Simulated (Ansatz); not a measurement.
Fe under changes of volume

One of the cells (11.435 Å³/atom); the others are scaled copies at fixed shape and fractional positions:

```
Fe
1.0
     0.00000    1.94174    1.96511
     1.49844    0.00000    1.96511
     1.49844    1.94174    0.00000
Fe
1
Cartesian
  0.0000 0.0000 0.0000
```

```yaml
Program: Ansatz 0.2.0
Functional: PBEsol
Potentials_or_basis: all-electron LAPW, scalar-relativistic
Cutoff: 340 eV (chosen from the basis error)
Basis_error_allowed: 0.0005 eV/atom
k_mesh: 13 × 13 × 13
Occupations: fermi-dirac, width 0.05 eV
Spin: collinear spin, ferromagnetic start
Starting_moments: "[3.0] μB"
```

```csv
volume (Å³/atom),energy over the lowest point (meV/atom),pressure (GPa),moment (μB per cell)
10.749,0.00,1.5,2.06
10.978,1.40,-3.1,2.09
11.207,?,?,?
11.435,21.98,-10.5,2.17
11.664,39.30,-13.4,2.22
11.893,60.16,-15.8,2.27
12.121,84.26,-17.9,2.32
```

Question: What does the run at 11.207 Å³/atom give?

Answer: Energy over the lowest point 9.03 meV/atom; pressure -7.1 GPa; moment 2.13 μB per cell.

Worked out: A Birch-Murnaghan fit of order 3 (a polynomial in V^(-2/3)) to the other rows has its minimum at 10.81 Å³/atom with B0 = V·E''(V) = 230 GPa and B' = 6.7 at fixed shape and positions, which overstates the stiffness. It gives 9.11 meV/atom at 11.207 Å³/atom, against the run's 9.03, and -dE/dV = -7.3 GPa, against -7.1. A parabola through the other rows of the moment, of slope 0.174 μB per Å³/atom there, gives 2.13 μB, against the run's 2.13.

Energies are extrapolated to zero smearing.
